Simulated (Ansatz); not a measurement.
Geometry optimisation in Ansatz: input, command and trajectory.

```yaml
crystal:
  lattice:
    - [4.9353051241, 0.0, 0.0]
    - [0.0, 4.9353051241, 0.0]
    - [0.0, 0.0, 4.9353051241]
  atoms:
    - { symbol: Zn, position: [0.134, 0.134, 0.134] }
    - { symbol: Zn, position: [0.366, 0.866, 0.634] }
    - { symbol: Zn, position: [0.634, 0.366, 0.866] }
    - { symbol: Zn, position: [0.866, 0.634, 0.366] }
    - { symbol: Au, position: [0.8445, 0.8445, 0.8445] }
    - { symbol: Au, position: [0.6555, 0.1555, 0.3445] }
    - { symbol: Au, position: [0.3445, 0.6555, 0.1555] }
    - { symbol: Au, position: [0.1555, 0.3445, 0.6555] }
basis:
  ecutwfc: 420
kpoints:
  mp_grid: { grid: [4, 4, 4] }
hamiltonian:
  xc: pbe
scf:
  occupations: { method: gaussian, width: 0.1 }
  lower_state_search: "off"
output:
  forces: true
  stress: true
  eigenvalues: true
relax:
  adjacent_minimum: "off"
  f_tol: 0.04
  max_steps: 70
  cell: { stress_tol: 0.4 }
```

```bash
ansatz run input.yaml --threads 1 --pin off --max-ram 2560MiB --backend cpu --events-out ev --progress --plain --runs-dir out
```

These are results of Ansatz, DFT PBE, scalar-relativistic, plane waves, PAW, not measurements.

Of 5 frames 5 are shown, positions in Å and forces in eV/Å; the SCF threshold varies from step to step. Steps run on the plane waves of an earlier cell, with a Pulay correction in the pressure. The basis is chosen afresh for the last frame, the zero of the energies, and at times for earlier ones too; energy and pressure step there, also at an unchanged geometry.

```xyz
8
Lattice="4.9353 0.0000 0.0000 0.0000 4.9353 0.0000 0.0000 0.0000 4.9353" Properties=species:S:1:pos:R:3:forces:R:3 pbc="T T T" step=1 free_energy_over_end_meV_per_atom=109.99 pressure_GPa=15.31
Zn    0.6613    0.6613    0.6613    0.7880    0.7880    0.7880
Zn    1.8063    4.2740    3.1290   -0.7880   -0.7880    0.7880
Zn    3.1290    1.8063    4.2740    0.7880   -0.7880   -0.7880
Zn    4.2740    3.1290    1.8063   -0.7880    0.7880   -0.7880
Au    4.1679    4.1679    4.1679    0.0253    0.0253    0.0253
Au    3.2351    0.7674    1.7002   -0.0253   -0.0253    0.0253
Au    1.7002    3.2351    0.7674    0.0253   -0.0253   -0.0253
Au    0.7674    1.7002    3.2351   -0.0253    0.0253   -0.0253
8
Lattice="5.1332 0.0000 0.0000 0.0000 5.1332 0.0000 0.0000 0.0000 5.1332" Properties=species:S:1:pos:R:3:forces:R:3 pbc="T T T" step=2 free_energy_over_end_meV_per_atom=19.95 pressure_GPa=-2.47
Zn    0.7272    0.7272    0.7272    0.2811    0.2811    0.2811
Zn    1.8394    4.4061    3.2938   -0.2811   -0.2811    0.2811
Zn    3.2938    1.8394    4.4061    0.2811   -0.2811   -0.2811
Zn    4.4061    3.2938    1.8394   -0.2811    0.2811   -0.2811
Au    4.3415    4.3415    4.3415    0.0279    0.0279    0.0279
Au    3.3583    0.7917    1.7749   -0.0279   -0.0279    0.0279
Au    1.7749    3.3583    0.7917    0.0279   -0.0279   -0.0279
Au    0.7917    1.7749    3.3583   -0.0279    0.0279   -0.0279
8
Lattice="5.0998 0.0000 0.0000 0.0000 5.0998 0.0000 0.0000 0.0000 5.0998" Properties=species:S:1:pos:R:3:forces:R:3 pbc="T T T" step=3 free_energy_over_end_meV_per_atom=5.90 pressure_GPa=-0.88
Zn    0.7517    0.7517    0.7517    0.1670    0.1670    0.1670
Zn    1.7982    4.3481    3.3016   -0.1670   -0.1670    0.1670
Zn    3.3016    1.7982    4.3481    0.1670   -0.1670   -0.1670
Zn    4.3481    3.3016    1.7982   -0.1670    0.1670   -0.1670
Au    4.3194    4.3194    4.3194    0.0342    0.0342    0.0342
Au    3.3303    0.7804    1.7695   -0.0342   -0.0342    0.0342
Au    1.7695    3.3303    0.7804    0.0342   -0.0342   -0.0342
Au    0.7804    1.7695    3.3303   -0.0342    0.0342   -0.0342
8
Lattice="5.0835 0.0000 0.0000 0.0000 5.0835 0.0000 0.0000 0.0000 5.0835" Properties=species:S:1:pos:R:3:forces:R:3 pbc="T T T" step=4 free_energy_over_end_meV_per_atom=0.87 pressure_GPa=0.07
Zn    0.7806    0.7806    0.7806    0.0055    0.0055    0.0055
Zn    1.7611    4.3029    3.3224   -0.0055   -0.0055    0.0055
Zn    3.3224    1.7611    4.3029    0.0055   -0.0055   -0.0055
Zn    4.3029    3.3224    1.7611   -0.0055    0.0055   -0.0055
Au    4.3162    4.3162    4.3162   -0.0006   -0.0006   -0.0006
Au    3.3090    0.7673    1.7745    0.0006    0.0006   -0.0006
Au    1.7745    3.3090    0.7673   -0.0006    0.0006    0.0006
Au    0.7673    1.7745    3.3090    0.0006   -0.0006    0.0006
8
Lattice="5.0835 0.0000 0.0000 0.0000 5.0835 0.0000 0.0000 0.0000 5.0835" Properties=species:S:1:pos:R:3:forces:R:3 pbc="T T T" step=5 free_energy_over_end_meV_per_atom=0.00 pressure_GPa=0.03
Zn    0.7806    0.7806    0.7806    0.0054    0.0054    0.0054
Zn    1.7611    4.3029    3.3224   -0.0054   -0.0054    0.0054
Zn    3.3224    1.7611    4.3029    0.0054   -0.0054   -0.0054
Zn    4.3029    3.3224    1.7611   -0.0054    0.0054   -0.0054
Au    4.3162    4.3162    4.3162   -0.0006   -0.0006   -0.0006
Au    3.3090    0.7673    1.7745    0.0006    0.0006   -0.0006
Au    1.7745    3.3090    0.7673   -0.0006    0.0006    0.0006
Au    0.7673    1.7745    3.3090    0.0006   -0.0006    0.0006
```

The start puts this composition into another compound's structure type, which needn't suit it. At the end the space group is P2_13 (tolerance 0.05 Å).

It took 36 s on 1 thread of Intel(R) Xeon(R) 6975P-C (Granite Rapids) (shared host), peak memory 0.43 GiB.

The k mesh is coarse. Spin–orbit coupling is left out, which can shift energies with elements as heavy as these.